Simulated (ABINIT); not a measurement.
Runs of ABINIT 10.8.3 (patched build) on GaP. The structure is cubic, space group F-43m (No. 216). Conventional cell: a = 5.451 Å, b = 5.451 Å, c = 5.451 Å, α = 90.00°, β = 90.00°, γ = 90.00°. Ga (site symmetry -43m) is surrounded by 4 P at 2.36 Å. Around P (site symmetry -43m) lie 4 Ga at 2.36 Å. 

| task | level | potentials or basis | k mesh | cutoff (eV) | smearing | dispersion computed by | fine-grid cutoff | stop of the response cycle (tolvrs) | acoustic sum rule (asr) | pressure (GPa) | V0 of scaled cells (Å³/atom) | B0 (GPa) |
| --- | --- | --- | --- | --- | --- | --- | --- | --- | --- | --- | --- | --- |
| equation of state | PBE+D4 | JTH PAW PBE v2.0 | 8 × 8 × 8 | 544 | fermi-dirac 0.05 eV | dftd4 4.3.1 | 1088.46 eV | - | - | - | 20.07 | 86 |
| single point | PBE | PseudoDojo NC SR PBE v0.4.1 standard | 6 × 6 × 6 | 1088 | fermi-dirac 0.05 eV | - | - | - | - | 2.6 | - | - |
| equation of state | SOGGA | JTH PAW PBE v2.0 | 8 × 8 × 8 | 544 | fermi-dirac 0.05 eV | - | 1088.46 eV | - | - | - | 19.95 | (a) |
| dielectric tensor | PBE | PseudoDojo NC SR PBE v0.4.1 standard | 4 × 4 × 4, with 4 shifts | 1088 | fixed | - | - | 1e-08 | 2 | 2.6 | - | - |
| equation of state | AM05 | PseudoDojo NC SR PBEsol v0.4.1 standard | 8 × 8 × 8 | 1088 | fermi-dirac 0.05 eV | - | - | - | - | - | 20.15 | (b) |

Alike in all rows: no spin polarisation; cell as given.

**Question.** Estimate the missing entries.

**Answer.** (a) 88; (b) 83.

Caveats: pressures at fixed basis lie under the slope of the energies (some runs); the PAW data sets were made with another functional, which shifts forces and pressure a little (some runs); the potentials were made for another functional, which shifts forces and pressure (some runs).
